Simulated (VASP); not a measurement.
## AgCl: single point with PBE

**Measured values to compare with.**

A printed reference work, data compilation reports, for a bulk crystal of AgCl: band gap 3.249 eV (indirect).

AgCl:

```
Ag Cl
1.0
     0.00000    2.80602    2.80602
     2.80602    0.00000    2.80602
     2.80602    2.80602    0.00000
Ag Cl
1 1
Direct
  0.50000 0.50000 0.50000
  0.00000 0.00000 0.00000
```

```json
{"Program": "VASP 6.6.1", "Task": "single point", "Functional": "PBE", "Potentials or basis": "VASP PAW PBE potentials, release 64 (Ag, Cl)", "Cutoff": "520 eV", "k mesh": "8 × 8 × 8", "Occupations": "gaussian, width 0.02 eV", "Spin": "no spin polarisation"}
```

| Property | Result |
| --- | --- |
| Pressure | -0.1 GPa |
| Band gap on the k mesh | 0.92 eV, indirect (least direct gap 3.08 eV) |

Levels at points of the mesh, in eV from the valence-band top:
```csv
k point,band 7,band 8,band 9,band 10,band 11,band 12
"(0.00, 0.00, 0.00)",-2.18,-2.18,-2.18,0.92,10.87,10.87
"(0.50, 0.00, 0.00)",-1.67,0.00,0.00,4.34,6.34,7.74
"(0.50, 0.50, 0.00)",-1.86,-1.86,-1.80,2.44,8.08,8.52
```

Run time: 21 s on 1 thread of Intel Xeon 6975P-C, on a shared host, peak memory 0.17 GiB.

Against the measured gap of AgCl, 3.249 eV (indirect; a printed reference work, data compilation), the calculated 0.92 eV is off by -2.33 eV. So large a miss can be the level of theory's own, or it may mean another phase, state or a wrong row. Spin-orbit coupling on Ag is left out. The value is that of PBE on a finite k mesh, which can miss the band edges, without temperature or zero-point motion. Semilocal functionals fall short of measured gaps as a rule.
